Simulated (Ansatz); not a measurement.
**WSi$_{2}$: how the free axis answers a strain**

WSi$_{2}$, I4/mmm, a = 3.211 Å, c = 7.805 Å. Ansatz: r2SCAN, PAW, 500 eV, Γ-centred 12×12×6 mesh on 6 atoms, Gaussian smearing 0.10 eV; no spin polarisation. Series: biaxial strain in the a-b plane, c and atoms relaxed; x is the strain in per cent. y is the change of c in per cent of 7.805 Å.

| x (%) | y (%) |
| --- | --- |
| -4.5 | 1.93 |
| -3.0 | 1.19 |
| -1.5 | 0.55 |
| 0.0 | 0.00 |
| 1.5 | -0.48 |
| 3.0 | ? |
| 4.5 | -1.27 |

Q: Fit y = c1 x + c2 x² to the other rows, say what c1 measures, and predict the missing y.

A: Least squares on the rows shown. y = −0.3533 x + 0.01612 x². With no stress along c, c1 = −2C13/C33 = -0.353. At x = 3.0 the fit asked for gives -0.91 %. The run gave -0.90 %, so the fit is 0.01 % too low, within the rms miss on the fitted rows (0.01 %).

Spin–orbit coupling is left out, which can shift energies with elements as heavy as these.